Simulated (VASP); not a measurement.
# MnO (P6_3mc) in VASP: notebook

Runs on MnO. Level: PBEsol. Tasks: single point.

Everything below comes from runs of VASP 6.6.1. Logs are shortened: lines on timing, memory, paths and dates and some standing lists are left out, and cuts for length are marked.

### 1 The structure

Symmetry: P6_3mc, No. 186, hexagonal system. Conventional cell: a = 3.372 Å, b = 3.372 Å, c = 5.385 Å, α = 90.00°, β = 90.00°, γ = 120.00°. Around Mn (site symmetry 3m) lie 4 O at 1.96 to 2.08 Å. O (site symmetry 3m) has 4 Mn at 1.96 to 2.08 Å as nearest neighbours.

Measurements of this composition are mostly on another form, of space group No. 225.

### 2 Single point, PBEsol, collinear spin, ferromagnetic start

File INCAR:

```
ALGO     = Normal         # electronic algorithm
EDIFF    = 1E-7           # SCF threshold, eV
ENCUT    = 520            # plane-wave cutoff, eV
GGA      = PS             # functional
ISIF     = 2              # what is computed and relaxed
ISMEAR   = 0              # smearing method
ISPIN    = 2              # spin polarisation
LASPH    = T              # aspherical terms in the spheres
LCHARG   = F              # write CHGCAR
LMAXMIX  = 4              # l up to which the mixer works
LORBIT   = 11             # projections on sites
LREAL    = F              # projectors in reciprocal space
LWAVE    = F              # write WAVECAR
MAGMOM   = 4 4 0 0        # initial moments
NBANDS   = 31             # bands
NELM     = 100            # most SCF steps
NUPDOWN  = 4              # fixed moment
PREC     = Accurate       # precision mode
SIGMA    = 0.05           # smearing width, eV
```

File KPOINTS:

```
k-points
0
Gamma
  6 6 4
```

File POSCAR:

```
MnO
1.0
    3.3717001900      0.0000000000      0.0000000000
   -1.6858500900      2.9199780200      0.0000000000
    0.0000000000      0.0000000000      5.3854988200
Mn O
2 2
Direct
    0.3333333333      0.6666666667      0.0109600000
    0.6666666667      0.3333333333      0.5109600000
    0.3333333333      0.6666666667      0.3754700000
    0.6666666667      0.3333333333      0.8754700000
```

Potentials or basis: VASP PAW PBE potentials, release 64 (Mn_pv, O).

Started as:

```bash
cat potpaw_PBE.64/Mn_pv/POTCAR potpaw_PBE.64/O/POTCAR > POTCAR
mpirun -np 1 vasp_std > vasp.out
```

OUTCAR:

```text
EDIFF = 1E-7
   ENCUT = 520
   GGA = PS
   ISIF = 2
   ISMEAR = 0
   ISPIN = 2
   LASPH = T
   LORBIT = 11
   LREAL = F
   NELM = 100
   NUPDOWN = 4
   PREC = Accurate

 ion  position               nearest neighbor table
   1  0.333  0.667  0.011-   3 1.96   4 2.08   4 2.08   4 2.08
   2  0.667  0.333  0.511-   4 1.96   3 2.08   3 2.08   3 2.08
   3  0.333  0.667  0.375-   1 1.96   2 2.08   2 2.08   2 2.08
   4  0.667  0.333  0.875-   2 1.96   1 2.08   1 2.08   1 2.08

  LATTYP: Found a hexagonal cell.
 ALAT       =     3.3717001900
 C/A-ratio  =     1.5972650344

  Lattice vectors:

 A1 = (   3.3717001900,   0.0000000000,   0.0000000000)
 A2 = (  -1.6858500900,   2.9199780200,   0.0000000000)
 A3 = (   0.0000000000,   0.0000000000,   5.3854988200)

Analysis of symmetry for initial positions (statically):
=====================================================================
 Subroutine PRICEL returns:
 Original cell was already a primitive cell.

 Routine SETGRP: Setting up the symmetry group for a
 hexagonal supercell.

 Subroutine GETGRP returns: Found 12 space group operations
 (whereof  6 operations were pure point group operations)
 out of a pool of 24 trial point group operations.

The static configuration has the point symmetry C_3v.
 The point group associated with its full space group is C_6v.

Analysis of symmetry for dynamics (positions and initial velocities):
=====================================================================
 Subroutine PRICEL returns:
 Original cell was already a primitive cell.

 Routine SETGRP: Setting up the symmetry group for a
 hexagonal supercell.

 Subroutine GETGRP returns: Found 12 space group operations
 (whereof  6 operations were pure point group operations)
 out of a pool of 24 trial point group operations.

The dynamic configuration has the point symmetry C_3v.
 The point group associated with its full space group is C_6v.

Analysis of structural, dynamic, and magnetic symmetry:
=====================================================================
 Subroutine PRICEL returns:
 Original cell was already a primitive cell.

 Routine SETGRP: Setting up the symmetry group for a
 hexagonal supercell.

 Subroutine GETGRP returns: Found 12 space group operations
 (whereof  6 operations were pure point group operations)
 out of a pool of 24 trial point group operations.

The overall configuration has the point symmetry C_3v.
 The point group associated with its full space group is C_6v.

 Subroutine INISYM returns: Found 12 space group operations
 (whereof  6 operations are pure point group operations),
 and found     1 'primitive' translations

----------------------------------------------------------------------------------------

                                     Primitive cell

  volume of cell :      53.0218

  direct lattice vectors                    reciprocal lattice vectors
     3.371700190  0.000000000  0.000000000     0.296586275  0.171234165  0.000000000
    -1.685850090  2.919978020  0.000000000     0.000000000  0.342468331  0.000000000
     0.000000000  0.000000000  5.385498820     0.000000000  0.000000000  0.185683821

  length of vectors
     3.371700190  3.371700189  5.385498820     0.342468331  0.342468331  0.185683821

  position of ions in fractional coordinates (direct lattice)
     0.333333333  0.666666667  0.010960000
     0.666666667  0.333333333  0.510960000
     0.333333333  0.666666667  0.375470000
     0.666666667  0.333333333  0.875470000

  ion indices of the primitive-cell ions
   primitive index   ion index
                 1           1
                 2           2
                 3           3
                 4           4

----------------------------------------------------------------------------------------

 KPOINTS: k-points

Automatic generation of k-mesh.
 Grid dimensions read from file:
 generate k-points for:    6    6    4

 Generating k-lattice:

  Cartesian coordinates                     Fractional coordinates (reciprocal lattice)
     0.049431046  0.028539028  0.000000000     0.166666667  0.000000000  0.000000000
     0.000000000  0.057078055  0.000000000     0.000000000  0.166666667  0.000000000
     0.000000000  0.000000000  0.046420955     0.000000000  0.000000000  0.250000000

  Length of vectors
     0.057078055  0.057078055  0.046420955

  Shift w.r.t. Gamma in fractional coordinates (k-lattice)
     0.000000000  0.000000000  0.000000000

 Subroutine IBZKPT returns following result:
 ===========================================

 Found     21 irreducible k-points:

 Following reciprocal coordinates:
            Coordinates               Weight
  0.000000  0.000000  0.000000      1.000000
  0.166667 -0.000000  0.000000      6.000000
  0.333333  0.000000  0.000000      6.000000
  0.500000 -0.000000  0.000000      3.000000
  0.166667  0.166667  0.000000      6.000000
  0.333333  0.166667  0.000000     12.000000
[... 13 lines left out ...]
  0.333333  0.166667  0.500000     12.000000
  0.333333  0.333333  0.500000      2.000000
   k-points           NKPTS =     21   k-points in BZ     NKDIM =     21   number of bands    NBANDS=     31
   number of dos      NEDOS =    301   number of ions     NIONS =      4
   total plane-waves  NPLWV =  31360
   dimension x,y,z NGX =    28 NGY =   28 NGZ =   40
   dimension x,y,z NGXF=    56 NGYF=   56 NGZF=   80
   ions per type =               2   2
   NGX,Y,Z   is equivalent  to a cutoff of  13.81, 13.81, 12.35 a.u.
   NGXF,Y,Z  is equivalent  to a cutoff of  27.61, 27.61, 24.70 a.u.
 SYSTEM =  unknown system
   PREC   = accura    normal or accurate (medium, high low for compatibility)
   ISTART =      0    job   : 0-new  1-cont  2-samecut
   ICHARG =      2    charge: 1-file 2-atom 10-const
   ISPIN  =      2    spin polarized calculation?
   LNONCOLLINEAR =      F non collinear calculations
   LSORBIT =      F    spin-orbit coupling
   LASPH  =      T    aspherical Exc in radial PAW
   ENCUT  =  520.0 eV  38.22 Ry    6.18 a.u.   6.27  6.27 10.01*2*pi/ulx,y,z
   NELM   =    100;   NELMIN=  2; NELMDL= -5     # of ELM steps
   EDIFF  = 0.1E-06   stopping-criterion for ELM
   LREAL  =      F    real-space projection
   EDIFFG = 0.1E-05   stopping-criterion for IOM
   NSW    =      0    number of steps for IOM
   IBRION =     -1    ionic relax: 0-MD 1-quasi-New 2-CG
   NFREE  =      0    steps in history (QN), initial steepest desc. (CG)
   ISIF   =      2    stress and relaxation
   ISYM   =      2    0-nonsym 1-usesym 2-fastsym
   POTIM  = 0.5000    time-step for ionic-motion
   TEBEG  =    0.0;   TEEND  =   0.0 temperature during run
   PSTRESS=    0.0 pullay stress
   NELECT =      38.0000    total number of electrons
   NUPDOWN=       4.0000    fix difference up-down
   EMIN   =  10.00;   EMAX   =-10.00  energy-range for DOS
   EFERMI =   0.00;   METHOD = LEGACY
   ISMEAR =     0;   SIGMA  =   0.05  broadening in eV -4-tet -1-fermi 0-gaus
   EFERMI_NEDOS =   21; number of points for ismear=-14 and -15
   IALGO  =     38    algorithm
   IMIX   =      4    mixing-type and parameters
     AMIX     =   0.40;   BMIX     =  1.00
     AMIX_MAG =   1.60;   BMIX_MAG =  1.00
  volume/ion in A,a.u.               =      13.26        89.45
  Fermi-wavevector in a.u.,A,eV,Ry     =   1.465046  2.768535 29.202990  2.146359
  Thomas-Fermi vector in A             =   2.580949
   LORBIT       =     11    0 simple, 1 ext, 2 COOP (PROOUT), +10 PAW based schemes
   GGA     = PS    functional components
   LHFCALC =     F    Hartree Fock is set to
   AEXX    =    0.0000 exact exchange contribution
   IVDW    =     0    specifies the selected vdW correction
   LEPSILON=     F    determine dielectric tensor
   LRPA    =     F    only Hartree local field effects (RPA)
 spin polarized calculation
 Gauss-broadening in eV      SIGMA  =   0.05
  energy-cutoff  :      520.00
  volume of cell :       53.02
 maximum number of plane-waves:      1448
 NGX is ok and might be reduce to    28
   NGX = 13   NGY = 13   NGZ = 21

 number of electron      37.9999999 magnetization       3.9999953

 Free energy of the ion-electron system (eV)
  ---------------------------------------------------
  ext. energy  EPLUGINS =         0.00000000
  ---------------------------------------------------
  free energy    TOTEN  =       -31.88385503 eV

  energy without entropy =      -31.87652402  energy(sigma->0) =      -31.88018952

 E-fermi :   5.5469     XC(G=0): -11.0245

 val. band max:        5.5277779096   @ k =   0.3333   0.1667   0.2500
 cond. band min:       4.7796418467   @ k =   0.0000   0.0000   0.5000
 fundamental gap:     -0.7481360629
 Fermi energy:         4.7646889711

 spin component 1

 k-point     1 :       0.0000    0.0000    0.0000
  band No.  band energies     occupation
      1     -44.1539      1.00000
      2     -44.1146      1.00000
      3     -43.9925      1.00000
      4     -43.9925      1.00000
      5     -43.9863      1.00000
      6     -43.9863      1.00000
[... 703 lines left out ...]
     30      13.2751      0.00000
     31      18.6509      0.00000
 Fermi energy:         5.5469286942

 spin component 2

 k-point     1 :       0.0000    0.0000    0.0000
  band No.  band energies     occupation
      1     -42.0278      1.00000
      2     -41.9820      1.00000
      3     -41.8366      1.00000
      4     -41.8366      1.00000
      5     -41.8295      1.00000
      6     -41.8295      1.00000
[... 703 lines left out ...]
     30      13.8298      0.00000
     31      18.8773      0.00000

------------------------ aborting loop because EDIFF is reached ----------------------------------------

  FORCE on cell =-STRESS in cart. coord.  units (eV):
  Direction    XX          YY          ZZ          XY          YZ          ZX
  --------------------------------------------------------------------------------------
  -------------------------------------------------------------------------------------
  Total       -9.9005462     -9.9005462     -8.2260248     -0.0000000      0.0000000      0.0000000
  in kB     -299.1680904   -299.1680908   -248.5685227     -0.0000005      0.0000000      0.0000000
  external PRESSURE =    -282.3015680 kB  Pullay stress =       0.0000000 kB

 VOLUME and BASIS-vectors are now :
 -----------------------------------------------------------------------------
  energy-cutoff  :      520.00
  volume of cell :       53.02
      direct lattice vectors                 reciprocal lattice vectors
     3.371700190  0.000000000  0.000000000     0.296586275  0.171234165  0.000000000
    -1.685850090  2.919978020  0.000000000     0.000000000  0.342468331  0.000000000
     0.000000000  0.000000000  5.385498820     0.000000000  0.000000000  0.185683821

 POSITION                                       TOTAL-FORCE (eV/Angst)
 -----------------------------------------------------------------------------------
      0.00000      1.94665      0.05903        -0.000000      0.000000      0.057027
      1.68585      0.97333      2.75177         0.000000     -0.000000      0.057027
      0.00000      1.94665      2.02209         0.000000     -0.000000     -0.057027
      1.68585      0.97333      4.71484        -0.000000      0.000000     -0.057027
 -----------------------------------------------------------------------------------
    total drift:                               -0.000000     -0.000000      0.001357

  FREE ENERGIE OF THE ION-ELECTRON SYSTEM (eV)
  ---------------------------------------------------
  free  energy   TOTEN  =       -31.8838550340 eV

  energy  without entropy=      -31.8765240154  energy(sigma->0) =      -31.88018952

 total charge

# of ion       s       p       d       tot
------------------------------------------
    1        0.221   6.202   5.047  11.469
    2        0.221   6.202   5.047  11.469
    3        1.554   3.346   0.000   4.901
    4        1.554   3.346   0.000   4.901
--------------------------------------------------
tot          3.550  19.096  10.094  32.740

 magnetization (x)

# of ion       s       p       d       tot
------------------------------------------
    1        0.011   0.009   2.006   2.026
    2        0.011   0.009   2.006   2.026
    3        0.004  -0.057   0.000  -0.052
    4        0.004  -0.057   0.000  -0.052
--------------------------------------------------
tot          0.030  -0.096   4.012   3.947
```

It took 71 s on 1 thread of Intel Xeon Platinum 8488C (Sapphire Rapids), shared host; peak memory 0.22 GiB.

What came out:

| Property | Result |
| --- | --- |
| Free energy | -31.8839 eV |
| Pressure | -28.2 GPa |
| Largest force | 0.057 eV/Å |
| Net moment | 4.00 μB per cell |
| Site moments | Mn +2.03; O -0.05 μB |
| Valence electrons inside the program's atomic spheres | Mn 11.47; O 4.90 |

Forces in eV/Å, atoms in the order of the input:
```
Mn   0.000  0.000  0.057
Mn   0.000  0.000  0.057
O    0.000  0.000 -0.057
O    0.000  0.000 -0.057
```

Stress tensor (GPa, compression positive):
```
-29.92   0.00   0.00
  0.00 -29.92   0.00
  0.00   0.00 -24.86
```

Caveat: the moment is held away from its start; a pressure of tens of GPa on the cell as given is suspect, and the run, the potentials or the cell itself is likely at fault; the PAW data sets were made with another functional, which shifts forces and pressure a little; the total moment is fixed, so each spin has its own Fermi level; only a ferromagnetic start was run, and an antiferromagnetic order may lie lower in energy.

### 3 Single point, PBEsol

File INCAR:

```
PREC     = Accurate       # precision mode
ENCUT    = 520            # plane-wave cutoff, eV
EDIFF    = 1E-7           # SCF threshold, eV
ISMEAR   = 0              # smearing method
SIGMA    = 0.05           # smearing width, eV
LREAL    = False          # projectors in reciprocal space
LASPH    = True           # aspherical terms in the spheres
NELM     = 100            # most SCF steps
ALGO     = Fast           # electronic algorithm
ISIF     = 2              # what is computed and relaxed
LWAVE    = False          # write WAVECAR
LCHARG   = True           # write CHGCAR
GGA      = PS             # functional
LELF     = True           # ELF
LVHAR    = True         
NBANDS   = 27             # bands
```

File KPOINTS:

```
Automatic mesh
0
Gamma
  6 6 4
```

POSCAR is that of step 2.

Potentials or basis: VASP PAW PBE potentials, release 64 (Mn_pv, O).

Started as:

```bash
cat potpaw_PBE.64/Mn_pv/POTCAR potpaw_PBE.64/O/POTCAR > POTCAR
mpirun -np 1 vasp_std > vasp.out
```

It took 29 s on 1 thread of Intel Xeon Platinum 8488C (Sapphire Rapids), shared host; peak memory 0.17 GiB.

Results (log left out):

* Free energy: -31.0524 eV
* Pressure: -35.0 GPa
* Largest force: 0.303 eV/Å
* Band gap on the k mesh: none (metal or under the smearing width)

Forces in eV/Å, atoms in the order of the input:
```
Mn   0.000  0.000 -0.303
Mn   0.000  0.000 -0.303
O    0.000  0.000  0.303
O    0.000  0.000  0.303
```

Stress tensor (GPa, compression positive):
```
-37.11   0.00   0.00
  0.00 -37.11   0.00
  0.00   0.00 -30.78
```

Levels at points of the mesh, in eV from the Fermi level:
| k point | band 16 | band 17 | band 18 | band 19 | band 20 | band 21 | band 22 | band 23 |
| --- | --- | --- | --- | --- | --- | --- | --- | --- |
| (0.00, 0.00, 0.00) | -0.74 | -0.58 | -0.38 | -0.18 | -0.18 | 0.86 | 0.86 | 1.67 |
| (0.50, 0.00, 0.00) | -0.99 | -0.31 | -0.22 | -0.21 | 0.01 | 0.21 | 0.40 | 1.10 |
| (0.00, 0.00, 0.50) | -0.38 | -0.38 | -0.38 | 0.34 | 0.34 | 1.23 | 1.23 | 1.23 |
| (0.50, 0.00, 0.50) | -0.59 | -0.15 | -0.15 | -0.13 | -0.13 | 0.64 | 0.64 | 0.72 |

Caveat: a pressure of tens of GPa on the cell as given is suspect, and the run, the potentials or the cell itself is likely at fault; the PAW data sets were made with another functional, which shifts forces and pressure a little; the run has no spin polarisation, though such a crystal can be magnetic; semilocal functionals often make such compounds metallic where correlation or magnetic order opens a gap, which also shifts bond lengths. With open d or f shells a metallic result of PBEsol can be an artefact of self-interaction; +U or a hybrid may open a gap.
